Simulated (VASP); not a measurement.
Runs of VASP 6.6.1 on Si. The structure is cubic, space group Fd-3m (No. 227). Conventional cell: a = 5.444 Å, b = 5.444 Å, c = 5.444 Å, α = 90.00°, β = 90.00°, γ = 90.00°. Around Si (site symmetry -43m) lie 4 Si at 2.36 Å. 

```tsv
task	level	potentials or basis	cell	k mesh	cutoff (eV)	smearing	grid for exact exchange (PRECFOCK)	exchange at q = 0	mesh quality	gap on the mesh (eV)	pressure (GPa)	relaxed volume (Å³/atom)
band structure	TB-mBJ	VASP PAW PBE potentials, release 64 (Si)	as given	8 × 8 × 8	520	fermi-dirac 0.05 eV	-	-	not flagged	1.31	-	-
single point	PBE	VASP PAW PBE potentials, release 64 (Si_GW)	as given	4 × 4 × 4	350	gaussian 0.02 eV	-	-	coarse	0.71	1.9	-
relaxation of cell and atoms	PBE+D3(BJ)	VASP PAW PBE potentials, release 64 (Si)	relaxed	8 × 8 × 8	600	fermi-dirac 0.05 eV	-	-	not flagged	0.61	0.0	19.90
band structure	PBE0	VASP PAW PBE potentials, release 64 (Si)	as given	4 × 4 × 4	520	fermi-dirac 0.05 eV	Fast	default	coarse	2.07	(c)	-
band structure	r2SCANh	VASP PAW PBE potentials, release 64 (Si)	as given	4 × 4 × 4	520	fermi-dirac 0.05 eV	Normal	default	coarse	1.41	-0.1	-
relaxation of cell and atoms	r2SCANh	VASP PAW PBE potentials, release 64 (Si)	relaxed	4 × 4 × 4	600	gaussian 0.05 eV	Fast	truncated	coarse	1.39	0.0	20.13
band structure	HSEsol	VASP PAW PBE potentials, release 64 (Si)	as given	4 × 4 × 4	520	fermi-dirac 0.05 eV	Normal	-	coarse	(b)	-1.1	-
band structure	r2SCAN0	VASP PAW PBE potentials, release 64 (Si)	as given	4 × 4 × 4	520	fermi-dirac 0.05 eV	Fast	truncated	coarse	2.13	-1.0	-
band structure	TPSS	VASP PAW PBE potentials, release 64 (Si)	as given	8 × 8 × 8	520	fermi-dirac 0.05 eV	-	-	not flagged	0.70	0.4	-
relaxation of cell and atoms	revPBE+D3	VASP PAW PBE potentials, release 64 (Si)	relaxed	8 × 8 × 8	600	fermi-dirac 0.05 eV	-	-	not flagged	0.68	0.0	20.39
relaxation of cell and atoms	PBE+rVV10	VASP PAW PBE potentials, release 64 (Si)	relaxed	8 × 8 × 8	600	fermi-dirac 0.05 eV	-	-	not flagged	(a)	0.0	20.31
relaxation of cell and atoms	PBE+D4	VASP PAW PBE potentials, release 64 (Si)	relaxed	8 × 8 × 8	600	fermi-dirac 0.05 eV	-	-	not flagged	0.60	0.0	19.88
```

Alike in all rows: no spin polarisation.

Q: Estimate the missing entries.

A: (a) 0.59; (b) 1.27; (c) -0.2.

Caveats: some runs use coarse meshes; the PAW data sets were made with another functional, which shifts forces and pressure a little (some runs); an unscreened hybrid on a path of extra k points without a Coulomb cutoff has errors near the mesh points, so the bands along the path aren't reliable (some runs); the mesh misses the band edges, which the band path finds closer together (some runs).

Not every run made on this cell is shown here.
